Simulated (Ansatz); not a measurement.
Wanted: the native input for an Ansatz 0.2.0 run.

| Quantity | Value |
| --- | --- |
| Task | relaxation of cell and atoms |
| Functional | PBE |
| Dispersion | D3(BJ) |
| Potentials or basis | all-electron LAPW, point nuclei |
| Basis error allowed | 0.0005 eV/atom |
| k mesh | 8 × 8 × 4 |
| Occupations | fermi-dirac, width 0.15 eV |
| Spin | non-collinear spin, antiferromagnetic start |
| Starting moments | [[0.5, 0.0, 0.0], [-0.5, -0.0, -0.0], [0.0, 0.0, 0.0]] μB |

Crystal: W2C.

```xyz
3
Lattice="3.0700 0.0000 0.0000 -1.5350 2.6587 0.0000 0.0000 0.0000 4.6784" Properties=species:S:1:pos:R:3 pbc="T T T"
W     1.5350    0.8862    1.1868
W     0.0000    1.7725    3.4917
C     0.0000    0.0000    0.0000
```

The cell comes from a database or a generator and needn't be the stable form of this composition.

These files were run (other wordings do the same):

input.yaml

```yaml
crystal:
  lattice:
    - [3.070045642, 0.0, 0.0]
    - [-1.535022821, 2.6587375167, 0.0]
    - [0.0, 0.0, 4.678428]
  atoms:
    - { symbol: W, position: [0.6666666667, 0.3333333333, 0.253669], spin: 0.5, spin_axis: [1.0, 0.0, 0.0] }
    - { symbol: W, position: [0.3333333333, 0.6666666667, 0.746331], spin: 0.5, spin_axis: [-1.0, 0.0, 0.0] }
    - { symbol: C, position: [0.0, 0.0, 0.0] }
kpoints:
  mp_grid: { grid: [8, 8, 4] }
scf:
  occupations: { method: fermi_dirac, width: 0.15 }
hamiltonian:
  xc: pbe
  dispersion: d3bj
  pseudopotentials:
    kind: all_electron
    lapw: { basis_error: 0.0005 }
    nuclear_model: point
magnetization:
  noncollinear: true
output:
  forces: true
  stress: true
relax:
  f_tol: 0.02
  max_steps: 60
  cell: {}
```

Potentials or basis: all-electron LAPW, point nuclei.

Command:

```bash
$ ansatz run input.yaml --threads 2 --pin off --max-ram 6144MiB --backend cpu --events-out ev --progress --plain --runs-dir out
```

Results of the run:

```json
{
 "Relaxed volume": "12.40 Å³/atom",
 "Relaxed cell": "a = 3.044 Å, b = 3.044 Å, c = 4.639 Å, α = 90.00°, β = 90.00°, γ = 120.00°",
 "Space group after relaxing (to 0.05 Å)": "P-3m1 (No. 164)",
 "Energy gained by relaxing": "8.4 meV/atom",
 "Ionic steps": "5",
 "Pressure after relaxing": "0.0 GPa",
 "Net moment": "0.00 μB per cell",
 "Absolute moment": "0.00 μB per cell"
}
```

Caveat: the starting moments weren't kept.

It took 19 min on 2 threads of Arm Neoverse V1 (shared host), peak memory 1.3 GiB.
